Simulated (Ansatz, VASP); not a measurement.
## Two plane-wave programs on NaH

```
CELL_PARAMETERS angstrom
0.00000 2.39019 2.39019
2.39019 0.00000 2.39019
2.39019 2.39019 0.00000
ATOMIC_POSITIONS crystal
Na 0.00000 0.00000 0.00000
H 0.50000 0.50000 0.50000
```

Alike in both runs: task single point; functional r2SCAN; k mesh 9 × 9 × 9; occupations fermi-dirac, width 0.05 eV; no spin polarisation.

|  | VASP | Ansatz |
| --- | --- | --- |
| version | VASP 6.6.1 | Ansatz 0.2.0 |
| potentials or method | VASP PAW PBE potentials, release 64 (Na_pv, H) | Ansatz PAW |
| plane-wave cutoff (eV) | 520 | 500 |
| valence electrons in the cell | 8 | 10 |

Ansatz gave:

* gap on the k mesh at the Fermi level (eV): 4.73
* least direct gap on the mesh (eV): 5.44
* pressure (GPa): 0.2

Problem. What did VASP give for the same quantities?

Solution. gap on the k mesh at the Fermi level (eV): 4.74; least direct gap on the mesh (eV): 5.43; pressure (GPa): -0.1.

With one functional, cell and mesh, what is left measures potentials, basis and numerics. The two sets of potentials don't hold the same shells in valence.

Caveats: the PAW data sets were made with another functional, which shifts forces and pressure a little (VASP); an odd mesh through Γ misses points on the zone boundary, where band edges often lie (VASP); odd divisions of the mesh miss points on the zone boundary, where band edges often lie, so the gap on the mesh can be too wide (Ansatz); the PAW data sets come from PBE, with cores solved anew for the run's functional, which leaves a small shift of forces and pressure (Ansatz). r2SCAN opens gaps a little over a GGA but as a rule still falls short of measured ones.
